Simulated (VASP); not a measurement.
# Bi2Te3 (d3) (R-3m) in VASP: single point with PBE+D3(BJ)

Aim: the single point of Bi2Te3 (d3) with PBE+D3(BJ).

Program: VASP 6.6.1. These are calculated values, not measurements. Logs are shortened: lines on timing, memory, paths and dates and some standing lists are left out, and cuts for length are marked.

**The experiment to reproduce.**

From “Vacancy and Antisite-Induced Ferromagnetism in Liquid-Phase Exfoliated Bi2Te3”, 2024, arxiv:2412.10539, for a bulk crystal of Bi2Te3: band gap 0.17 eV.

The results are compared with them further down.

### Step 1. The crystal as given

The structure is trigonal, space group R-3m (No. 166). The conventional cell has a = 4.386 Å, b = 4.386 Å, c = 30.497 Å, α = 90.00°, β = 90.00°, γ = 120.00°. Bi (site symmetry 3m) has 6 Te at 3.07 to 3.25 Å as nearest neighbours. Te (site symmetry -3m) has 6 Bi at 3.25 Å as nearest neighbours. Around Te (site symmetry 3m) lie 3 Bi at 3.07 Å.

### Step 2. Single point, PBE+D3(BJ)

Input file INCAR:

```
PREC = Accurate
ENCUT = 520
EDIFF = 1E-6
ISMEAR = 0
SIGMA = 0.1
LREAL = F
LASPH = T
NELM = 100
ALGO = Fast
ISIF = 2
LWAVE = F
LCHARG = F
GGA = PE
IVDW = 12
NBANDS = 32
```

Input file KPOINTS:

```
Automatic mesh
0
Gamma
  6 6 6
```

Input file POSCAR:

```
Bi2Te3
1.0
    2.1930000000      1.2661291403     10.1656666667
   -2.1930000000      1.2661291403     10.1656666667
    0.0000000000     -2.5322582807     10.1656666667
Bi Te
2 3
Direct
    0.4000000000      0.4000000000      0.4000000000
    0.6000000000      0.6000000000      0.6000000000
    0.0000000000      0.0000000000      0.0000000000
    0.2095000000      0.2095000000      0.2095000000
    0.7905000000      0.7905000000      0.7905000000
```

Potentials or basis: VASP PAW PBE potentials, release 64 (Bi_d, Te).

Command:

```bash
cat potpaw_PBE.64/Bi_d/POTCAR potpaw_PBE.64/Te/POTCAR > POTCAR
mpirun -np 1 vasp_std > vasp.out
```

OUTCAR:

```text
PREC = Accurate
   ENCUT = 520
   EDIFF = 1E-6
   ISMEAR = 0
   LREAL = F
   LASPH = T
   NELM = 100
   ISIF = 2
   GGA = PE
   IVDW = 12
 IVDW          = 12

 ion  position               nearest neighbor table
   1  0.400  0.400  0.400-   5 3.07   5 3.07   5 3.07   3 3.25   3 3.25   3 3.25
   2  0.600  0.600  0.600-   4 3.07   4 3.07   4 3.07   3 3.25   3 3.25   3 3.25
   3  0.000  0.000  0.000-   2 3.25   1 3.25   2 3.25   2 3.25   1 3.25   1 3.25
   4  0.209  0.209  0.209-   2 3.07   2 3.07   2 3.07   5 3.64   5 3.64   5 3.64
   5  0.791  0.791  0.791-   1 3.07   1 3.07   1 3.07   4 3.64   4 3.64   4 3.64

  LATTYP: Found a trigonal (rhomboedric) cell.
 ALAT       =    10.4763118882
 COS(alpha) =     0.9123624111

  Lattice vectors:

 A1 = (   2.1930000000,   1.2661291403,  10.1656666667)
 A2 = (  -2.1930000000,   1.2661291403,  10.1656666667)
 A3 = (   0.0000000000,  -2.5322582807,  10.1656666667)

Analysis of symmetry for initial positions (statically):
=====================================================================
 Subroutine PRICEL returns:
 Original cell was already a primitive cell.

 Routine SETGRP: Setting up the symmetry group for a
 trigonal (rhombohedral) supercell.

 Subroutine GETGRP returns: Found 12 space group operations
 (whereof 12 operations were pure point group operations)
 out of a pool of 12 trial point group operations.

The static configuration has the point symmetry D_3d.

Analysis of symmetry for dynamics (positions and initial velocities):
=====================================================================
 Subroutine PRICEL returns:
 Original cell was already a primitive cell.

 Routine SETGRP: Setting up the symmetry group for a
 trigonal (rhombohedral) supercell.

 Subroutine GETGRP returns: Found 12 space group operations
 (whereof 12 operations were pure point group operations)
 out of a pool of 12 trial point group operations.

The dynamic configuration has the point symmetry D_3d.

 Subroutine INISYM returns: Found 12 space group operations
 (whereof 12 operations are pure point group operations),
 and found     1 'primitive' translations

----------------------------------------------------------------------------------------

                                     Primitive cell

  volume of cell :     169.3572

  direct lattice vectors                    reciprocal lattice vectors
     2.193000000  1.266129140 10.165666667     0.227998176  0.131634808  0.032790111
    -2.193000000  1.266129140 10.165666667    -0.227998176  0.131634808  0.032790111
[... 97 lines left out ...]
   ISIF   =      2    stress and relaxation
   ISYM   =      2    0-nonsym 1-usesym 2-fastsym
   POTIM  = 0.5000    time-step for ionic-motion
   TEBEG  =    0.0;   TEEND  =   0.0 temperature during run
   PSTRESS=    0.0 pullay stress
   NELECT =      48.0000    total number of electrons
   NUPDOWN=      -1.0000    fix difference up-down
   EMIN   =  10.00;   EMAX   =-10.00  energy-range for DOS
   EFERMI =   0.00;   METHOD = LEGACY
   ISMEAR =     0;   SIGMA  =   0.10  broadening in eV -4-tet -1-fermi 0-gaus
   EFERMI_NEDOS =   21; number of points for ismear=-14 and -15
   IALGO  =     68    algorithm
   IMIX   =      4    mixing-type and parameters
     AMIX     =   0.40;   BMIX     =  1.00
     AMIX_MAG =   1.60;   BMIX_MAG =  1.00
  volume/ion in A,a.u.               =      33.87       228.58
  Fermi-wavevector in a.u.,A,eV,Ry     =   1.075360  2.032136 15.733774  1.156400
  Thomas-Fermi vector in A             =   2.211215
   LORBIT       =      0    0 simple, 1 ext, 2 COOP (PROOUT), +10 PAW based schemes
   GGA     = PE    functional components
   LHFCALC =     F    Hartree Fock is set to
   AEXX    =    0.0000 exact exchange contribution
   IVDW    =    12    specifies the selected vdW correction
   LEPSILON=     F    determine dielectric tensor
   LRPA    =     F    only Hartree local field effects (RPA)
 non-spin polarized calculation
 RMM-DIIS sequential band-by-band and
 Gauss-broadening in eV      SIGMA  =   0.10
  energy-cutoff  :      520.00
  volume of cell :      169.36
 maximum number of plane-waves:      4580
 NGX is ok and might be reduce to    80
   NGX = 39   NGY = 39   NGZ = 39

 number of electron      48.0000004 magnetization

 Free energy of the ion-electron system (eV)
  ---------------------------------------------------
  ext. energy  EPLUGINS =         0.00000000
  ---------------------------------------------------
  free energy    TOTEN  =       -18.33541832 eV

  energy without entropy =      -18.33534532  energy(sigma->0) =      -18.33538182

 E-fermi :   6.3636     XC(G=0):  -9.3294

 val. band max:        6.2232697958   @ k =   0.0000   0.0000   0.0000
 cond. band min:       6.5039105810   @ k =   0.0000   0.0000   0.0000
 fundamental gap:      0.2806407852
 Fermi energy:         6.3635999766

 k-point     1 :       0.0000    0.0000    0.0000
  band No.  band energies     occupation
      1     -16.9974      2.00000
      2     -16.9974      2.00000
      3     -16.9960      2.00000
      4     -16.9960      2.00000
      5     -16.9883      2.00000
      6     -16.9870      2.00000
[... 829 lines left out ...]
     31      10.8991      0.00000
     32      11.5245      0.00000

 [... further k-points ...]

------------------------ aborting loop because EDIFF is reached ----------------------------------------

 Edisp (eV)   -2.23779

 E8    (eV) :    -1.0622

  FORCE on cell =-STRESS in cart. coord.  units (eV):
  Direction    XX          YY          ZZ          XY          YZ          ZX
  --------------------------------------------------------------------------------------
  -------------------------------------------------------------------------------------
  Total      -0.25055    -0.25055    -0.45013     0.00000     0.00000     0.00000
  in kB      -2.37027    -2.37027    -4.25840     0.00000     0.00000     0.00000
  external pressure =       -3.00 kB  Pullay stress =        0.00 kB

 VOLUME and BASIS-vectors are now :
 -----------------------------------------------------------------------------
  energy-cutoff  :      520.00
  volume of cell :      169.36
      direct lattice vectors                 reciprocal lattice vectors
     2.193000000  1.266129140 10.165666667     0.227998176  0.131634808  0.032790111
    -2.193000000  1.266129140 10.165666667    -0.227998176  0.131634808  0.032790111
     0.000000000 -2.532258281 10.165666667     0.000000000 -0.263269617  0.032790111

 POSITION                                       TOTAL-FORCE (eV/Angst)
 -----------------------------------------------------------------------------------
      0.00000     -0.00000     12.19880         0.000000     -0.000000      0.008620
      0.00000     -0.00000     18.29820         0.000000      0.000000     -0.008620
      0.00000      0.00000      0.00000         0.000000     -0.000000      0.000000
      0.00000     -0.00000      6.38912         0.000000     -0.000000      0.024845
      0.00000     -0.00000     24.10788         0.000000      0.000000     -0.024845
 -----------------------------------------------------------------------------------
    total drift:                               -0.000000     -0.000000     -0.000000

  FREE ENERGIE OF THE ION-ELECTRON SYSTEM (eV)
  ---------------------------------------------------
  free  energy   TOTEN  =       -20.5732037107 eV

  energy  without entropy=      -20.5731307078  energy(sigma->0) =      -20.57316721
```

OSZICAR:

```text
N       E                     dE             d eps       ncg     rms          rms(c)
DAV:   1     0.430297623372E+03    0.43030E+03   -0.21553E+04  2048   0.144E+03
DAV:   2     0.270118709445E+02   -0.40329E+03   -0.38692E+03  2128   0.375E+02
DAV:   3    -0.167042292194E+02   -0.43716E+02   -0.41745E+02  2672   0.136E+02
DAV:   4    -0.185152360018E+02   -0.18110E+01   -0.18055E+01  2288   0.293E+01
DAV:   5    -0.186027642701E+02   -0.87528E-01   -0.87522E-01  3048   0.648E+00    0.764E+00
RMM:   6    -0.183313044296E+02    0.27146E+00   -0.43866E-01  2297   0.316E+00    0.494E+00
RMM:   7    -0.183369983878E+02   -0.56940E-02   -0.14360E-01  2524   0.166E+00    0.149E+00
RMM:   8    -0.183355617941E+02    0.14366E-02   -0.14881E-02  2656   0.104E+00    0.296E-01
RMM:   9    -0.183352075195E+02    0.35427E-03   -0.53800E-03  2941   0.518E-01    0.132E-01
RMM:  10    -0.183353900159E+02   -0.18250E-03   -0.13640E-03  3076   0.238E-01    0.384E-02
RMM:  11    -0.183354163436E+02   -0.26328E-04   -0.30252E-04  3285   0.113E-01    0.301E-02
RMM:  12    -0.183354186621E+02   -0.23185E-05   -0.29463E-05  3036   0.335E-02    0.351E-02
RMM:  13    -0.183354183183E+02    0.34377E-06   -0.57217E-06  2219   0.148E-02
   1 F= -.20573204E+02 E0= -.20573167E+02  d E =-.730029E-04
```

It took 12 min on 1 thread of AMD EPYC 9R14 (Zen 4), shared host; peak memory 0.94 GiB.

What came out:

```yaml
Free_energy: -20.5732 eV
Pressure: -0.3 GPa
Largest_force: 0.025 eV/Å
Band_gap_on_the_k_mesh: 0.28 eV, direct
Dispersion_energy_per_atom: -0.448 eV
```

Forces in eV/Å, atoms in the order of the input:
```
Bi   0.000  0.000  0.009
Bi   0.000  0.000 -0.009
Te   0.000  0.000  0.000
Te   0.000  0.000  0.025
Te   0.000  0.000 -0.025
```

Levels at points of the mesh, in eV from the valence-band top:
```csv
k point,band 21,band 22,band 23,band 24,band 25,band 26,band 27,band 28
"(0.00, 0.00, 0.00)",-1.71,-0.87,-0.87,0.00,0.28,0.64,0.64,1.96
"(0.50, 0.00, 0.00)",-2.92,-2.42,-0.92,-0.51,0.56,1.05,2.74,2.77
"(0.50, 0.50, 0.00)",-2.00,-1.82,-1.56,-0.96,0.85,1.51,2.05,2.64
"(0.50, 0.50, 0.50)",-1.42,-1.16,-1.16,-0.44,0.83,1.13,1.13,1.64
```

Caveat: spin-orbit coupling is left out, which as a rule narrows the gap of such compounds by several tenths of an eV.

### Step 3. Comparison with measurements

Step 2. Against the measured gap of Bi2Te3, 0.17 eV (quoted in “Vacancy and Antisite-Induced Ferromagnetism in Liquid-Phase Exfoliated Bi2Te3”, 2024, arxiv:2412.10539), the calculated 0.28 eV is off by +0.11 eV. Spin-orbit coupling on Bi, Te is left out. The value is that of PBE+D3(BJ) on a finite k mesh, which can miss the band edges, without temperature or zero-point motion.
